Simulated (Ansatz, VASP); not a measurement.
# CdSe in VASP and in Ansatz

The input INCAR:

```
SYSTEM = CdSe
  PREC = Accurate
  ENCUT = 520
  EDIFF = 1E-6
  ISMEAR = -1
  SIGMA = 0.05
  LREAL = .False.
  LASPH = .True.
  NELM = 100
  ALGO = Normal
  ISIF = 2
  LWAVE = .False.
  LCHARG = .True.
  GGA = RP
  LELF = .True.
  LVHAR = .True.
  NBANDS = 16
```

KPOINTS

```
regular mesh
0
Gamma
  8 8 8
  0 0 0
```

POSCAR

```
CdSe
1.0
    0.0000000000      3.0702711986      3.0702711986
    3.0702711986      0.0000000000      3.0702711986
    3.0702711986      3.0702711986      0.0000000000
Cd Se
1 1
Direct
    0.0000000000      0.0000000000      0.0000000000
    0.2500000000      0.2500000000      0.2500000000
```

Contents of input.yaml:

```yaml
crystal:
  lattice:
    - [0.0, 3.0702711986, 3.0702711986]
    - [3.0702711986, 0.0, 3.0702711986]
    - [3.0702711986, 3.0702711986, 0.0]
  atoms:
    - { symbol: Cd, position: [0.0, 0.0, 0.0] }
    - { symbol: Se, position: [0.25, 0.25, 0.25] }
hamiltonian:
  xc: rpbe
  pseudopotentials: { kind: paw }
kpoints:
  mp_grid: { grid: [8, 8, 8] }
scf:
  occupations: { method: fermi_dirac, width: 0.05 }
output:
  forces: true
  stress: true
  eigenvalues: true
```

Measurements of this composition are mostly on another form, of space group No. 186.

Alike in both runs: task single point; functional RPBE; k mesh 8 × 8 × 8; occupations fermi-dirac, width 0.05 eV; no spin polarisation.

|  | VASP | Ansatz |
| --- | --- | --- |
| version | VASP 6.6.1 | Ansatz 0.2.0 |
| potentials or method | VASP PAW PBE potentials, release 64 (Cd, Se) | Ansatz PAW |
| plane-wave cutoff (eV) | 520 | 420 |
| valence electrons in the cell | 18 | 36 |

Ansatz gave:

- gap on the k mesh at the Fermi level (eV): 0.73
- least direct gap on the mesh (eV): 0.73
- pressure (GPa): 3.2

Question: Which values does VASP return?

Answer: gap on the k mesh at the Fermi level (eV): 0.72; least direct gap on the mesh (eV): 0.72; pressure (GPa): 3.5.

The two sets of potentials don't hold the same shells in valence.

Caveats: the PAW data sets were made with another functional, which shifts forces and pressure a little (VASP); the PAW data sets come from PBE, with cores solved anew for the run's functional, which leaves a small shift of forces and pressure (Ansatz). As with any semilocal functional, this RPBE gap is likely too small.
